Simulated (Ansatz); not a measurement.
From three elastic constants to directional properties of HfB

These are results of Ansatz, DFT PBE, scalar-relativistic, plane waves, PAW, not measurements. Plane waves to 420 eV; Γ-centred k mesh 16×16×16; Fermi-Dirac smearing of 0.15 eV. No spin polarisation.

The cell, relaxed at this level:
```
CELL_PARAMETERS angstrom
0.00000 2.41809 2.41809
2.41809 0.00000 2.41809
2.41809 2.41809 0.00000
ATOMIC_POSITIONS crystal
Hf 0.50000 0.50000 0.50000
B 0.00000 0.00000 0.00000
```

In a metal, frequencies and elastic constants depend on the k mesh and the smearing, soft modes and shear constants most. Spin–orbit coupling is left out, which can shift energies with elements as heavy as these.

With ions relaxed, on the cubic axes: C11 = 386.8, C12 = 59.2, C44 = 55.3 GPa. The density is 11.116 g/cm³.

Q: Is the crystal stable against strain, and how anisotropic is it?

A: Born's conditions hold: C11 + 2C12 = 505.1, C11 − C12 = 327.6 and C44 = 55.3 GPa are all positive. B = (C11 + 2C12)/3 = 168.4 GPa. The two shear moduli are C44 and C′ = (C11 − C12)/2 = 163.8 GPa, so Zener's ratio is A = C44/C′ = 0.34: the shear C44 is the soft one, as in NaCl, KCl, the halide perovskites and the bcc metals V, Nb, Cr and Mo. The Cauchy pressure C12 − C44 is 3.9 GPa; it would vanish for pair forces between atoms on inversion centres at zero pressure, and here it is small.

Q: Give the sound speeds along the three symmetry directions.

A: The Christoffel equation gives ρv² for each branch:
```tsv
direction	branch	ρv²	GPa	v (m/s)
[100]	L	C11	386.8	5898
[100]	T (×2)	C44	55.3	2230
[110]	L	(C11 + C12 + 2C44)/2	278.2	5003
[110]	T, u ∥ [001]	C44	55.3	2230
[110]	T, u ∥ [1-10]	(C11 − C12)/2	163.8	3839
[111]	L	(C11 + 2C12 + 4C44)/3	242.1	4667
[111]	T (×2)	(C11 − C12 + C44)/3	127.6	3388
```

Q: How does Young's modulus depend on direction?

A: Inverting gives S11 = 2.695, S12 = -0.358, S44 = 18.090 TPa⁻¹. Along a unit vector (l, m, n), 1/E = S11 − 2(S11 − S12 − S44/2)(l²m² + m²n² + n²l²), where the last bracket is 0, 1/4 and 1/3 for [100], [110] and [111]: E = 371, 176 and 149 GPa. With A < 1 the cube edge is stiffest. For a film on (001), the biaxial modulus is C11 + C12 − 2C12²/C11 = 428 GPa and the normal strain is −2C12/C11 = -0.31 times the in-plane one.

Cost: 2 runs of about 2.8 core-minutes in all, on Arm Neoverse V1 (shared hosts).